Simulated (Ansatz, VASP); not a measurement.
# GaN in VASP and in Ansatz

The input INCAR:

```
SYSTEM = GaN
ALGO = Normal
EDIFF = 1E-6
ENCUT = 520
GGA = PE
ISIF = 2
ISMEAR = 0
ISPIN = 2
LASPH = .TRUE.
LCHARG = .FALSE.
LORBIT = 11
LREAL = .FALSE.
LWAVE = .FALSE.
MAGMOM = 0 0 1 1
NBANDS = 30
NELM = 150
PREC = Accurate
SIGMA = 0.1
```

File KPOINTS:

```
k-points
0
G
  6 6 4
  0 0 0
```

The input POSCAR:

```
GaN
1.0
    3.2108682500      0.0000000000      0.0000000000
   -1.6054341200      2.7806934700      0.0000000000
    0.0000000000      0.0000000000      5.2901932200
Ga N
2 2
Direct
    0.3333333300      0.6666666700      0.7500000000
    0.6666666700      0.3333333300      0.2500000000
    0.0000000000      0.0000000000      0.0000000000
    0.0000000000      0.0000000000      0.5000000000
```

Input for Ansatz:

```yaml
crystal:
  lattice:
    - [3.21086825, 0.0, 0.0]
    - [-1.60543412, 2.78069347, 0.0]
    - [0.0, 0.0, 5.29019322]
  atoms:
    - { symbol: Ga, position: [0.33333333, 0.66666667, 0.75] }
    - { symbol: Ga, position: [0.66666667, 0.33333333, 0.25] }
    - { symbol: "N", position: [0.0, 0.0, 0.0], spin: 1.0 }
    - { symbol: "N", position: [0.0, 0.0, 0.5], spin: 1.0 }
basis:
  ecutwfc: 420
kpoints:
  mp_grid: { grid: [6, 6, 4] }
hamiltonian:
  xc: pbe
scf:
  occupations: { method: gaussian, width: 0.1 }
  lower_state_search: "off"
output:
  forces: true
  stress: true
  eigenvalues: true
  populations: true
magnetization:
  spin_polarized: true
```

Alike in both runs: task single point; functional PBE; k mesh 6 × 6 × 4; occupations gaussian, width 0.1 eV; collinear spin.

```csv
,VASP,Ansatz
version,VASP 6.6.1,Ansatz 0.2.0
potentials or method,"VASP PAW PBE potentials, release 64 (Ga_d, N)","scalar-relativistic, plane waves, PAW"
plane-wave cutoff (eV),520,420
valence electrons in the cell,36,36
```

VASP gave:

| Property | Result |
| --- | --- |
| gap on the k mesh at the Fermi level (eV) | none |
| pressure (GPa) | -14.5 |
| largest component of the traceless stress (GPa) | 9.15 |
| net moment per atom (μB) | 0.00 |

Question: What did Ansatz give for the same quantities?

Answer: gap on the k mesh at the Fermi level (eV): none; pressure (GPa): -14.8; largest component of the traceless stress (GPa): 9.14; net moment per atom (μB): 0.00.

A gap of «none» marks a metal or a gap that the smearing closes. With one functional, cell and mesh, what is left measures potentials, basis and numerics. Ansatz warned: «seeded_moment_not_kept».

Caveats: the k mesh is coarse (spacing up to 0.38 Å⁻¹), so the values aren't converged.
